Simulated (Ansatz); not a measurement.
# Germanium, dhcp under RPBE: from relaxation to bulk modulus

The plan for germanium in the dhcp structure: relax it, solve it on a dense k-mesh, then scale the cell to 7 volumes from 88 to 112 % of the relaxed one and try a fit of the equation of state. Spin polarisation is left out. The k-meshes are 12×12×4 for the relaxation; 16×16×5 for the dense run; 13×13×4 for the volumes.

Program: Ansatz 0.2.0. Level of theory: DFT RPBE, plane waves (420 eV) with PAW, scalar-relativistic; PAW files made under PBE, frozen cores solved again for the functional. These are calculated values, not measurements.

**1. The starting structure**

The structure is hexagonal, space group P6_3/mmc (No. 194). Conventional cell: a = 3.008 Å, b = 3.008 Å, c = 9.823 Å, α = 90.00°, β = 90.00°, γ = 120.00°. Around Ge (site symmetry -3m) lie 12 Ge at 3.01 Å. Ge (site symmetry -6m2) has 12 Ge at 3.01 Å as nearest neighbours.

Structure file:

```cif
data_structure
_symmetry_space_group_name_H-M 'P6_3/mmc'
_symmetry_Int_Tables_number 194
_cell_length_a 3.0077
_cell_length_b 3.0077
_cell_length_c 9.8230
_cell_angle_alpha 90.000
_cell_angle_beta 90.000
_cell_angle_gamma 120.000
_cell_volume 76.95
loop_
_atom_site_label
_atom_site_type_symbol
_atom_site_symmetry_multiplicity
_atom_site_Wyckoff_symbol
_atom_site_fract_x
_atom_site_fract_y
_atom_site_fract_z
_atom_site_occupancy
Ge1 Ge 2 a 0.00000 0.00000 0.00000 1
Ge2 Ge 2 c 0.33333 0.66667 0.25000 1
```

**2. Relaxing cell and atoms**

input.yaml reads:

```yaml
crystal:
  lattice:
    - [3.0076538696, 0.0, 0.0]
    - [-1.5038269348, 2.6047046568, 0.0]
    - [0.0, 0.0, 9.8229975381]
  atoms:
    - { symbol: Ge, position: [0.0, 0.0, 0.0] }
    - { symbol: Ge, position: [0.0, 0.0, 0.5] }
    - { symbol: Ge, position: [0.3333333333, 0.6666666667, 0.25] }
    - { symbol: Ge, position: [0.6666666667, 0.3333333333, 0.75] }
hamiltonian:
  xc: rpbe
  pseudopotentials:
    kind: paw
    azcp:
      Ge: "pseudopotentials/Ge.paw.azcp"
basis:
  ecutwfc: 420
  fft_grid_basis: typed
kpoints:
  mp_grid: { grid: [12, 12, 4], shift: [0, 0, 0] }
magnetization:
  spin_polarized: false
scf:
  occupations: { method: fermi_dirac, width: 0.1 }
relax:
  max_steps: 60
  f_tol: 0.01
  cell: {}
```

The program printed (excerpt; [...] marks lines left out):

```text
Warning: RAYON_NUM_THREADS=2 ignored (pool sized by the plan → 2); use --threads N
[...]
Pseudopotentials: kind: paw
Pseudopotential: Ge, paw, valence charge 14, recommended cutoff 420 eV (normal), <dir>
Functional definition: RPBE
[...]
Crystal: 4 atoms, lattice volume = 76.954 Å³
Basis set: ecut = 420 eV, 1461 PW (Γ), exchange–correlation on 48×48×144 points (8 copies of the dense FFT grid, shifted against one another)
Bands: 34, of which v1, the nominal top of the filled ones, is band 28 counted from 1 (27 counted from 0)
Symmetry: 24 space group operations
Space group: P63/mmc (ITA 194), of the structure as read, at distance tolerance 4.3e-5 Å
k-points: 57 of 576
[...]
SCF iter   1: F=—  HF=-17201.415497 eV  |F-HF|=—  |Δ(HF+E_count)|=         —  Δρ=2.85e-3  dr2=2.72e-3  ethr=1.77e-3  ⟨swp⟩=5.4  Hψ=7002  notcnv=0
[...]
relax step   1: F+E_penalty+E_count = -17201.41313081 eV  Δ(F+E_penalty+E_count) = +0.000e0 eV  max|allowed force component| = 1.226e-16 eV/Å  Δτ_max = 0.0000 Å  P = +2.484 GPa  Ω = 76.954 Å³  (6 SCF iters, dr2 threshold 1.00e-7 eV, accepted)
[...]
relax step   5: F+E_penalty+E_count = -17201.43615109 eV  Δ(F+E_penalty+E_count) = -3.561e-5 eV  max|allowed force component| = 4.163e-17 eV/Å  Δτ_max = 0.0000 Å  P = +0.024 GPa  Ω = 80.075 Å³  energy of the carried Pulay correction = -6.242e-4 eV  (4 SCF iters, dr2 threshold 1.05e-8 eV, accepted)
[...]
relax step   6: F+E_penalty+E_count = -17201.43674000 eV  Δ(F+E_penalty+E_count) = -5.889e-4 eV  max|allowed force component| = 7.633e-17 eV/Å  Δτ_max = 0.0000 Å  P = +0.024 GPa  Ω = 80.075 Å³  stress off target by 4.64e-2 GPa  SCF on the basis re-selected at this cell (its energy is not [...]
SCF converged after 7 iterations
Free energy (F): -17201.436740 eV
[...]
E sigma→0 (E₀):  -17201.399315 eV
Entropy (-TS):   -0.074850 eV (-18.713 meV/atom)
Fermi energy:    10.366022 eV
[...]
--- Forces (eV/Å), atoms counted from 1 ---
  atom   1  Ge     0.00000000     0.00000000     0.00000000
  atom   2  Ge     0.00000000     0.00000000     0.00000000
  atom   3  Ge     0.00000000    -0.00000000     0.00000000
  atom   4  Ge     0.00000000     0.00000000    -0.00000000
[...]
--- Stress (GPa, compression-positive) ---
        0.013470      -0.000000       0.000000
       -0.000000       0.013470      -0.000000
        0.000000      -0.000000       0.046385
  P = ⅓ Tr σ = 0.0244 GPa (0.244 kbar)
--- Relaxed structure (5 steps of the walk, 5 accepted, 1 SCFs on fresh bases) ---
  F+E_penalty+E_count = -17201.43674000 eV   max|allowed force component| = 7.633e-17 eV/Å   (the final SCF, on the basis selected at the relaxed cell)
  cell:  # Å, volume = 80.0750 Å³
    - [3.043741409384355, -2.324200487034403e-32, -1.5599024557360715e-18]
    - [-1.5218707046921776, 2.6359573830775025, 7.79951227868032e-19]
    - [-5.094641420489716e-18, -1.4232822732632537e-32, 9.980466335476846]
  atoms:
    - { symbol: Ge, position: [3.2281783982997654e-34, -4.139894127059289e-35, -2.138060775565852e-36] }
    - { symbol: Ge, position: [9.62964972193618e-34, -2.747734381076093e-34, 0.5] }
    - { symbol: Ge, position: [0.3333333333333333, 0.6666666666666667, 0.25] }
    - { symbol: Ge, position: [0.6666666666666667, 0.3333333333333333, 0.75] }
```

Wall time 17 s (2 threads of Arm Neoverse V2, shared host); peak memory 0.42 GiB.

The steps of the relaxation:

| step | energy change (meV/atom) | largest force (eV/Å) | pressure (GPa) | volume (Å³/atom) |
| --- | --- | --- | --- | --- |
| 1 | 0.00 | 0.0000 | 2.48 | 19.238 |
| 2 | -4.71 | 0.0000 | -0.90 | 20.353 |
| 3 | -5.73 | 0.0000 | -0.06 | 20.045 |
| 4 | -5.75 | 0.0000 | 0.01 | 20.023 |
| 5 | -5.76 | 0.0000 | 0.02 | 20.019 |
| 6 | -5.90 | 0.0000 | 0.02 | 20.019 |

Steps that repeat a cell are solved on a basis chosen anew, so their changes of energy are no gain of the relaxation.

Changes in the cell that was computed:

|  | before | after | change |
| --- | --- | --- | --- |
| a (Å) | 3.008 | 3.044 | +1.2 % |
| b (Å) | 3.008 | 3.044 | +1.2 % |
| c (Å) | 9.823 | 9.980 | +1.6 % |
| volume (Å³/atom) | 19.238 | 20.019 | +4.1 % |
| shortest distance (Å) | 3.008 | 3.044 | +1.2 % |
| space group (spins left aside) | P6_3/mmc | P6_3/mmc | same |

**3. Single point on a dense mesh**

input.yaml reads:

```yaml
crystal:
  lattice:
    - [3.0437414094, 0.0, 0.0]
    - [-1.5218707047, 2.6359573831, 0.0]
    - [0.0, 0.0, 9.9804663355]
  atoms:
    - { symbol: Ge, position: [0.0, 1.0, 1.0] }
    - { symbol: Ge, position: [0.0, 1.0, 0.5] }
    - { symbol: Ge, position: [0.3333333333, 0.6666666667, 0.25] }
    - { symbol: Ge, position: [0.6666666667, 0.3333333333, 0.75] }
hamiltonian:
  xc: rpbe
  pseudopotentials:
    kind: paw
    azcp:
      Ge: "pseudopotentials/Ge.paw.azcp"
basis:
  ecutwfc: 420
  fft_grid_basis: typed
kpoints:
  mp_grid: { grid: [16, 16, 5], shift: [0, 0, 0] }
magnetization:
  spin_polarized: false
scf:
  occupations: { method: fermi_dirac, width: 0.1 }
```

The program printed (excerpt; [...] marks lines left out):

```text
Warning: RAYON_NUM_THREADS=2 ignored (pool sized by the plan → 2); use --threads N
[...]
Pseudopotentials: kind: paw
Pseudopotential: Ge, paw, valence charge 14, recommended cutoff 420 eV (normal), <dir>
Functional definition: RPBE
[...]
Crystal: 4 atoms, lattice volume = 80.075 Å³
Basis set: ecut = 420 eV, 1557 PW (Γ)
Bands: 32, of which v1, the nominal top of the filled ones, is band 28 counted from 1 (27 counted from 0)
Symmetry: 24 space group operations
Space group: P63/mmc (ITA 194), of the structure as read, at distance tolerance 4.3e-5 Å
k-points: 90 of 1280
[...]
SCF iter   1: F=—  HF=-17201.448051 eV  |F-HF|=—  |Δ(HF+E_count)|=         —  Δρ=2.84e-3  dr2=3.23e-3  ethr=1.77e-3  ⟨swp⟩=5.6  Hψ=22126  notcnv=0  defer=5
[...]
SCF iter   6: F=-17201.445597 eV  HF=-17201.445597 eV  |F-HF|=7.15e-8  |Δ(HF+E_count)|=   8.74e-8  Δρ=6.09e-6  dr2=2.09e-8  ethr=1.79e-10  ⟨swp⟩=3.0  Hψ=6624  notcnv=0
[...]
SCF converged after 6 iterations
Free energy (F): -17201.445597 eV
[...]
E sigma→0 (E₀):  -17201.409716 eV
Entropy (-TS):   -0.071762 eV (-17.940 meV/atom)
Fermi energy:    10.388071 eV
[...]
```

Wall time 5.4 s (2 threads of Arm Neoverse V2, shared host); peak memory 0.44 GiB.

**4. Equation of state: 88 %**

input.yaml, as its differences from that of step 3:

```diff
@@ -2,5 +2,5 @@
   lattice:
-    - [3.0437414094, 0.0, 0.0]
-    - [-1.5218707047, 2.6359573831, 0.0]
-    - [0.0, 0.0, 9.9804663355]
+    - [2.9167686057, 0.0, 0.0]
+    - [-1.4583843029, 2.5259957095, 0.0]
+    - [0.0, 0.0, 9.5641209165]
   atoms:
@@ -20,3 +20,3 @@
 kpoints:
-  mp_grid: { grid: [16, 16, 5], shift: [0, 0, 0] }
+  mp_grid: { grid: [13, 13, 4], shift: [0, 0, 0] }
 magnetization:
@@ -25 +25,4 @@
   occupations: { method: fermi_dirac, width: 0.1 }
+  lower_state_search: "off"
+output:
+  stress: true
```

The program printed (excerpt; [...] marks lines left out):

```text
Warning: RAYON_NUM_THREADS=2 ignored (pool sized by the plan → 2); use --threads N
[...]
Pseudopotentials: kind: paw
Pseudopotential: Ge, paw, valence charge 14, recommended cutoff 420 eV (normal), <dir>
Functional definition: RPBE
[...]
Crystal: 4 atoms, lattice volume = 70.466 Å³
Basis set: ecut = 420 eV, 1387 PW (Γ)
Bands: 32, of which v1, the nominal top of the filled ones, is band 28 counted from 1 (27 counted from 0)
Symmetry: 24 space group operations
Space group: P63/mmc (ITA 194), of the structure as read, at distance tolerance 4.1e-5 Å
k-points: 63 of 676
[...]
SCF iter   1: F=—  HF=-17201.205678 eV  |F-HF|=—  |Δ(HF+E_count)|=         —  Δρ=2.98e-3  dr2=3.14e-3  ethr=1.77e-3  ⟨swp⟩=5.5  Hψ=15613  notcnv=0  defer=7
[...]
SCF iter   6: F=-17201.203514 eV  HF=-17201.203514 eV  |F-HF|=5.23e-8  |Δ(HF+E_count)|=   3.59e-8  Δρ=5.69e-6  dr2=1.96e-8  ethr=1.79e-10  ⟨swp⟩=4.0  Hψ=6574  notcnv=0
[...]
SCF converged after 6 iterations
Free energy (F): -17201.203514 eV
[...]
E sigma→0 (E₀):  -17201.177896 eV
Entropy (-TS):   -0.051238 eV (-12.809 meV/atom)
Fermi energy:    12.361061 eV
[...]
--- Stress (GPa, compression-positive) ---
        9.238724      -0.000000       0.000000
       -0.000000       9.238724      -0.000000
        0.000000      -0.000000      10.860988
  P = ⅓ Tr σ = 9.7795 GPa (97.795 kbar)
```

Run time: 3.7 s. Hardware: 2 threads of Arm Neoverse V2, shared host; peak memory 0.39 GiB.

**5. Equation of state: 92 %**

input.yaml, as its differences from that of step 4:

```diff
@@ -2,5 +2,5 @@
   lattice:
-    - [2.9167686057, 0.0, 0.0]
-    - [-1.4583843029, 2.5259957095, 0.0]
-    - [0.0, 0.0, 9.5641209165]
+    - [2.9603088847, 0.0, 0.0]
+    - [-1.4801544423, 2.5637026972, 0.0]
+    - [0.0, 0.0, 9.7068900383]
   atoms:
@@ -28 +28,5 @@
   stress: true
+  write_density: true
+  write_potential: true
+  elf: true
+  volumetric_format: npy
```

The program printed:

```text
Warning: RAYON_NUM_THREADS=2 ignored (pool sized by the plan → 2); use --threads N
Engine: ansatz 0.2.0, aarch64-unknown-linux-gnu
Pseudopotentials: kind: paw
Pseudopotential: Ge, paw, valence charge 14, recommended cutoff 420 eV (normal), <dir>
Functional definition: RPBE
  parameter kappa = 0.804
  parameter beta = 0.06672455060314922
  exchange = rpbe_x(kappa = kappa, mu = beta*pi^2/3)
  correlation = pbe_c(beta = beta)
Crystal: 4 atoms, lattice volume = 73.669 Å³
Basis set: ecut = 420 eV, 1389 PW (Γ)
Bands: 34, of which v1, the nominal top of the filled ones, is band 28 counted from 1 (27 counted from 0)
Symmetry: 24 space group operations
Space group: P63/mmc (ITA 194), of the structure as read, at distance tolerance 4.2e-5 Å
k-points: 63 of 676
Non-local potential: Ge, projectors of the file, l = 0: 2, l = 1: 2, l = 2: 3, l = 3: 1
PAW form: soft (Blöchl's): semilocal exchange-correlation on the pseudo side does not see the compensation charge
PAW frozen core: Ge, regenerated for the run's functional, and the local potential with it (the file was generated under x = pbe(κ = 0.804, μ = 0.2195149727645171), c = pbe(β = 0.06672455060314922))
PAW one-centre angular grid: Ge, 590 points (default); XC on 64 Gauss nodes
Initial density: superposition of atomic densities (neutral atoms: chi_scale 0, normalization atom), corrected by the library's trained network
Initial wavefunctions: pseudopotential atomic-orbital guess
Functional: x = rpbe, c = pbe(β = 0.06672455060314922)
SCF iter   1: F=—  HF=-17201.359749 eV  |F-HF|=—  |Δ(HF+E_count)|=         —  Δρ=2.89e-3  dr2=3.02e-3  ethr=1.77e-3  ⟨swp⟩=5.5  Hψ=7802  notcnv=0
preconditioner: auto → Kerker (q_TF=auto, 2.606 Å⁻¹)  [metal: Δε(μ)=0.118 eV  Ē_g=22.417 eV  σ=0.100 eV  W_gap=0.27  n_scr=26 (ndim 8)  ℏωp=32.4 eV  f_vac=0.000  D(μ)=1.47/eV (n_scr^D=4)]
SCF iter   2: F=—  HF=-17201.357449 eV  |F-HF|=—  |Δ(HF+E_count)|=   2.30e-3  Δρ=1.41e-3  dr2=1.31e-3  ethr=5.40e-6  ⟨swp⟩=2.0  Hψ=4016  notcnv=0
SCF iter   3: F=—  HF=-17201.357398 eV  |F-HF|=—  |Δ(HF+E_count)|=   5.07e-5  Δρ=8.04e-4  dr2=4.41e-4  ethr=2.33e-6  ⟨swp⟩=1.0  Hψ=2111  notcnv=0
SCF iter   4: F=—  HF=-17201.357337 eV  |F-HF|=—  |Δ(HF+E_count)|=   6.07e-5  Δρ=8.66e-5  dr2=2.80e-6  ethr=7.87e-7  ⟨swp⟩=2.0  Hψ=2490  notcnv=0
SCF iter   5: F=—  HF=-17201.357341 eV  |F-HF|=—  |Δ(HF+E_count)|=   3.21e-6  Δρ=1.40e-5  dr2=1.49e-7  ethr=5.00e-9  ⟨swp⟩=2.0  Hψ=3867  notcnv=0
SCF iter   6: F=-17201.357341 eV  HF=-17201.357341 eV  |F-HF|=1.94e-8  |Δ(HF+E_count)|=   2.98e-8  Δρ=4.21e-6  dr2=1.08e-8  ethr=1.79e-10  ⟨swp⟩=7.8  Hψ=12142  notcnv=0
SCF 1 converged in 6 iterations: F = -17201.357341 eV  dr2 = 1.08e-8
SCF converged after 6 iterations
Free energy (F): -17201.357341 eV
Harris-Foulkes:  -17201.357341 eV  (|F-HF|=1.94e-8)
Internal energy: -17201.306399 eV  (E = F + TS)
E sigma→0 (E₀):  -17201.331870 eV
Entropy (-TS):   -0.050942 eV (-12.735 meV/atom)
Fermi energy:    11.656009 eV
--- Per-component energies (eV) ---
  E_band       = -425.558064
  E_kinetic    = 441.184792
  E_local      = -8425.343153  (includes V_loc(G=0)·N_el)
  E_nonlocal   = 1658.272054
  E_hartree    = 3687.855763
  E_xc         = -303.305623
  E_vxc        = -258.382494  (∫ρ·V_xc dr)
  E_paw        = -8085.811296  (= ΣΔE_a)
  E_vpaw       = -1217.000437  (= ΣTr[D̂ρ^β])
  E_aug_tail   = 0.001503  (compensation charges beyond the density's cutoff)
  E_ewald      = -6173.432813
  E_core_change = -0.727626  (= ΣΔE_core)
  E_smearing   = -0.050942  (= −TS)
  E_closure    = -0.000000  (closes the sum)
  Σ components = -17201.357341   (vs F -17201.357341, Δ=0.00e0)
--- Stress (GPa, compression-positive) ---
        5.203493       0.000000       0.000000
       -0.000000       5.203493       0.000000
        0.000000       0.000000       6.870416
  P = ⅓ Tr σ = 5.7591 GPa (57.591 kbar)
--- Band table (eV; the first three rows and the last of 63) ---
  k-point 0: bands = ["-13.1657", "-13.1642", "-13.1570", "-13.1570", "-13.1497", "-13.1497", "-13.1490", "-13.1490", "-13.1436", "-13.1422", "-13.1344", "-13.1344", "-13.1059", "-13.1059", "-13.0955", "-13.0955", "-13.0686", "-13.0686", "-13.0507", "-13.0507", "-1.7731", "-0.1963", "-0.1859", "3.6510", "5.8874", "12.7938", "12.7964", "18.7169", "18.7169", "19.5129", "19.5129", "19.7155", "19.7155", "20.7736"]
  k-point 1: bands = ["-13.1655", "-13.1645", "-13.1561", "-13.1561", "-13.1511", "-13.1511", "-13.1470", "-13.1470", "-13.1434", "-13.1424", "-13.1368", "-13.1368", "-13.1045", "-13.1045", "-13.0974", "-13.0974", "-13.0652", "-13.0652", "-13.0528", "-13.0528", "-1.6741", "-0.8823", "0.6909", "2.9031", "6.8300", "10.5860", "15.1462", "18.7802", "18.7802", "19.2439", "19.2439", "19.7720", "20.0141", "20.0141"]
  k-point 2: bands = ["-13.1650", "-13.1650", "-13.1537", "-13.1537", "-13.1537", "-13.1537", "-13.1429", "-13.1429", "-13.1422", "-13.1422", "-13.1422", "-13.1422", "-13.1011", "-13.1011", "-13.1011", "-13.1011", "-13.0585", "-13.0585", "-13.0585", "-13.0585", "-1.3771", "-1.3771", "1.7464", "1.7464", "8.5685", "8.5685", "17.5556", "17.5556", "18.9635", "18.9635", "18.9635", "18.9635", "20.3767", "20.3767"]
  k-point 62: bands = ["-13.1751", "-13.1751", "-13.1541", "-13.1541", "-13.1287", "-13.1287", "-13.1226", "-13.1226", "-13.1095", "-13.1095", "-13.0991", "-13.0991", "-13.0941", "-13.0941", "-13.0803", "-13.0803", "-13.0548", "-13.0548", "-13.0478", "-13.0478", "4.7094", "4.7094", "5.7901", "5.7901", "7.9424", "7.9424", "8.7951", "8.7951", "10.2574", "10.2574", "10.6992", "10.6992", "14.7355", "14.7355"]
```

Run time: 4.7 s. Hardware: 2 threads of Arm Neoverse V2, shared host; peak memory 0.4 GiB.

Density in a lattice plane of the grid's cell (edges 2.96 and 9.71 Å, at 0.000 of the third edge), which holds Ge.

Ten even steps from '0' (0.13 e/Å³) to '9' (56.44 e/Å³):
```
10000000
00000000
00000000
00000000
00000000
00000000
00000000
00000000
00000000
82000002
00000000
00000000
00000000
00000000
00000000
00000000
00000000
00000000
10000000
92000002
```
Columns run along the first of these edges and rows up along the second, over one cell in 8 and 20 even steps from the bottom left corner. Atoms in the plane (fractional): Ge at (1.00, 0.00), Ge at (1.00, 0.50).

ELF in the same plane.

Ten even steps from '0' (0.05) to '9' (0.43):
```
25996995
99964699
76678766
46999996
46999996
46999996
66678766
99964699
25996995
40898980
25996995
99964699
66678766
46999996
46999996
46999996
76678766
99964699
25996995
70798970
```
Columns run along the first of these edges and rows up along the second, over one cell in 8 and 20 even steps from the bottom left corner. Atoms in the plane (fractional): Ge at (1.00, 0.00), Ge at (1.00, 0.50).

Both are smooth fields of the valence electrons: close to the nuclei they are not physical.

**6. Equation of state: 96 %**

input.yaml, as its differences from that of step 5:

```diff
@@ -2,5 +2,5 @@
   lattice:
-    - [2.9603088847, 0.0, 0.0]
-    - [-1.4801544423, 2.5637026972, 0.0]
-    - [0.0, 0.0, 9.7068900383]
+    - [3.002604726, 0.0, 0.0]
+    - [-1.501302363, 2.6003319702, 0.0]
+    - [0.0, 0.0, 9.8455786336]
   atoms:
@@ -28,5 +28 @@
   stress: true
-  write_density: true
-  write_potential: true
-  elf: true
-  volumetric_format: npy
```

The program printed (excerpt; [...] marks lines left out):

```text
Warning: RAYON_NUM_THREADS=2 ignored (pool sized by the plan → 2); use --threads N
[...]
Pseudopotentials: kind: paw
Pseudopotential: Ge, paw, valence charge 14, recommended cutoff 420 eV (normal), <dir>
Functional definition: RPBE
[...]
Crystal: 4 atoms, lattice volume = 76.872 Å³
Basis set: ecut = 420 eV, 1473 PW (Γ)
Bands: 32, of which v1, the nominal top of the filled ones, is band 28 counted from 1 (27 counted from 0)
Symmetry: 24 space group operations
Space group: P63/mmc (ITA 194), of the structure as read, at distance tolerance 4.3e-5 Å
k-points: 63 of 676
[...]
SCF iter   1: F=—  HF=-17201.441450 eV  |F-HF|=—  |Δ(HF+E_count)|=         —  Δρ=2.85e-3  dr2=3.00e-3  ethr=1.77e-3  ⟨swp⟩=5.6  Hψ=15457  notcnv=0  defer=4
[...]
SCF iter   6: F=-17201.438983 eV  HF=-17201.438983 eV  |F-HF|=1.37e-8  |Δ(HF+E_count)|=   1.62e-8  Δρ=4.06e-6  dr2=7.78e-9  ethr=1.79e-10  ⟨swp⟩=4.0  Hψ=7561  notcnv=0
[...]
SCF converged after 6 iterations
Free energy (F): -17201.438983 eV
[...]
E sigma→0 (E₀):  -17201.413451 eV
Entropy (-TS):   -0.051065 eV (-12.766 meV/atom)
Fermi energy:    11.012236 eV
[...]
--- Stress (GPa, compression-positive) ---
        1.990511       0.000000       0.000000
        0.000000       1.990511       0.000000
        0.000000       0.000000       3.587244
  P = ⅓ Tr σ = 2.5228 GPa (25.228 kbar)
```

Run time: 4.2 s. Hardware: 2 threads of Arm Neoverse V2, shared host; peak memory 0.41 GiB.

**7. Equation of state: 100 %**

input.yaml, as its differences from that of step 6:

```diff
@@ -2,5 +2,5 @@
   lattice:
-    - [3.002604726, 0.0, 0.0]
-    - [-1.501302363, 2.6003319702, 0.0]
-    - [0.0, 0.0, 9.8455786336]
+    - [3.0437414094, 0.0, 0.0]
+    - [-1.5218707047, 2.6359573831, 0.0]
+    - [0.0, 0.0, 9.9804663355]
   atoms:
@@ -28 +28,5 @@
   stress: true
+  write_density: true
+  write_potential: true
+  elf: true
+  volumetric_format: npy
```

The program printed (excerpt; [...] marks lines left out):

```text
Warning: RAYON_NUM_THREADS=2 ignored (pool sized by the plan → 2); use --threads N
[...]
Pseudopotentials: kind: paw
Pseudopotential: Ge, paw, valence charge 14, recommended cutoff 420 eV (normal), <dir>
Functional definition: RPBE
[...]
Crystal: 4 atoms, lattice volume = 80.075 Å³
Basis set: ecut = 420 eV, 1557 PW (Γ)
Bands: 34, of which v1, the nominal top of the filled ones, is band 28 counted from 1 (27 counted from 0)
Symmetry: 24 space group operations
Space group: P63/mmc (ITA 194), of the structure as read, at distance tolerance 4.3e-5 Å
k-points: 63 of 676
[...]
SCF iter   1: F=—  HF=-17201.464794 eV  |F-HF|=—  |Δ(HF+E_count)|=         —  Δρ=2.83e-3  dr2=3.02e-3  ethr=1.77e-3  ⟨swp⟩=5.4  Hψ=7698  notcnv=0
[...]
SCF iter   6: F=-17201.462309 eV  HF=-17201.462309 eV  |F-HF|=7.24e-9  |Δ(HF+E_count)|=   6.62e-8  Δρ=4.12e-6  dr2=9.46e-9  ethr=1.79e-10  ⟨swp⟩=8.3  Hψ=14167  notcnv=0
[...]
SCF converged after 6 iterations
Free energy (F): -17201.462309 eV
[...]
E sigma→0 (E₀):  -17201.436254 eV
Entropy (-TS):   -0.052109 eV (-13.027 meV/atom)
Fermi energy:    10.422947 eV
[...]
--- Stress (GPa, compression-positive) ---
       -0.575051       0.000000       0.000000
        0.000000      -0.575051       0.000000
        0.000000       0.000000       0.868074
  P = ⅓ Tr σ = -0.0940 GPa (-0.940 kbar)
--- Band table (eV; the first three rows and the last of 63) ---
[...]
```

It took 5.2 s on 2 threads of Arm Neoverse V2, shared host; peak memory 0.41 GiB.

(Part 1 of 2 ends here.)
